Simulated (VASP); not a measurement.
Here is a VASP 6.6.1 calculation.

Contents of INCAR:

```
PREC = Accurate ; ENCUT = 600
EDIFF = 1E-6 ; ISMEAR = 1
SIGMA = 0.1 ; LREAL = F
LASPH = T ; NELM = 80
ALGO = Normal ; ISIF = 3
LWAVE = F ; LCHARG = F
METAGGA = R2SCAN ; LMIXTAU = T
IBRION = 2 ; NSW = 90
EDIFFG = -0.01
```

KPOINTS

```
Automatic mesh
0
Gamma
  10 10 10
```

POSCAR

```
Mg2Sn
1.0
    0.0000000000      3.3695000000      3.3695000000
    3.3695000000      0.0000000000      3.3695000000
    3.3695000000      3.3695000000      0.0000000000
Mg Sn
2 1
Direct
    0.2500000000      0.2500000000      0.2500000000
    0.7500000000      0.7500000000      0.7500000000
    0.0000000000      0.0000000000      0.0000000000
```

Potentials or basis: VASP PAW PBE potentials, release 64 (Mg, Sn_d).

Run with:

```sh
$ cat potpaw_PBE.64/Mg/POTCAR potpaw_PBE.64/Sn_d/POTCAR > POTCAR
$ mpirun -np 1 vasp_std > vasp.out
```

(1) Predict the space group after relaxing (to 0.05 Å).

(2) Predict the relaxed cell.

(3) Estimate the band gap on the k mesh.

(4) Predict the relaxed volume.

Results:

(1) Fm-3m (No. 225).

(2) a = 4.772 Å, b = 4.772 Å, c = 4.772 Å, α = 60.00°, β = 60.00°, γ = 60.00°.

(3) 0.18 eV, indirect (least direct gap 2.02 eV).

(4) 25.61 Å³/atom.

Caveat: the PAW data sets were made with another functional, which shifts forces and pressure a little; spin-orbit coupling is left out, which moves the levels of the heavy elements.
